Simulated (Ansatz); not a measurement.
Runs of Ansatz 0.2.0 on Ni. The structure is cubic, space group Fm-3m (No. 225). Conventional cell: a = 3.475 Å, b = 3.475 Å, c = 3.475 Å, α = 90.00°, β = 90.00°, γ = 90.00°. Ni (site symmetry m-3m) has 12 Ni at 2.46 Å as nearest neighbours. 

| task | level | potentials or basis | spin | U | cell | k mesh | cutoff (eV) | smearing | double counting | hubbard projectors | q mesh | points for each segment of the path | other keys | mesh quality | gap on the mesh (eV) | pressure (GPa) | moment (μB) |
| --- | --- | --- | --- | --- | --- | --- | --- | --- | --- | --- | --- | --- | --- | --- | --- | --- | --- |
| density of states | PBEsol+U | Ansatz PAW | collinear, program default start | Ni d U = 3.5 eV | cell strained at random at fixed volume | 10 × 10 × 10 | 420 | tetrahedron uncorrected | amf | ortho-atomic (the default) | - | - | scf.eigensolver.kind = davidson; … | not flagged | none | 0.5 | 0.64 |
| density of states | r2SCAN+rVV10+U | PseudoDojo standard (PBE files) | collinear, random start | Ni d U = 2.0 eV | volume scaled by 0.88 | 13 × 13 × 13 | 1333 | gaussian 0.025 eV | fll | ortho-atomic | - | - | scf.convergence.dr2_threshold = 1e-09; … | not flagged | none | - | 0.64 |
| single point | HF | Ansatz PAW | collinear, ferromagnetic start | - | volume scaled by 1.08 | 8 × 8 × 8 | 420 | cold 0.1 eV | - | - | - | - | - | coarse | none | (c) | 1.31 |
| relaxation of cell and atoms | LDA+U | Ansatz PAW polarizable | collinear, ferromagnetic start | Ni d U = 5 eV | relaxed from: volume scaled by 0.88 | 13 × 13 × 13 | 420 | fermi-dirac 0.01 eV | amf | ortho-atomic (the default) | - | - | - | not flagged | none | 0.0 | (b) |
| electron localisation function | revPBE | Ansatz PAW polarizable | non-collinear, ferromagnetic start | - | as given | 16 × 16 × 16 | 420 | gaussian 0.025 eV | - | - | - | - | kpoints.mp_grid.grid = 16 × 16 × 16 | not flagged | none | 12.1 | 0.60 |
| phonons | LDA+U | Ansatz PAW | collinear, ferromagnetic start | Ni d U = 4.5 eV | as given | 8 × 8 × 8 | 420 | methfessel-paxton 0.05 eV | fll | ortho-atomic (the default) | 4 × 4 × 4 | 8 | - | coarse | none | - | 0.66 |
| ladder of functionals | r2SCAN+U | PseudoDojo standard (PBE files) | collinear, program default start | Ni d U = 6 eV | as given | 13 × 13 × 13 | 1333 | tetrahedron | fll (the default) | ortho-atomic (the default) | - | - | - | not flagged | none | 1.5 | (a) |

Task: Estimate the missing entries.

Result: (a) 0.75; (b) 0.87; (c) 22.1.

Caveats: some runs use coarse meshes; the magnetic or orbital state may not be the lowest (some runs); the PAW data sets come from PBE, with cores solved anew for the run's functional, which leaves a small shift of forces and pressure (some runs); the U is typed as a test and isn't derived for this compound (some runs); the meta-GGA runs on potentials made for a GGA (some runs); the potentials were made for another functional, which shifts forces and pressure (some runs); the thresholds are loose for stress (some runs); the rVV10 pressure on norm-conserving files is uncertain (some runs).

A gap of «none» marks a metal or a gap under the smearing width.

Runs at the PBE level aren't shown here.
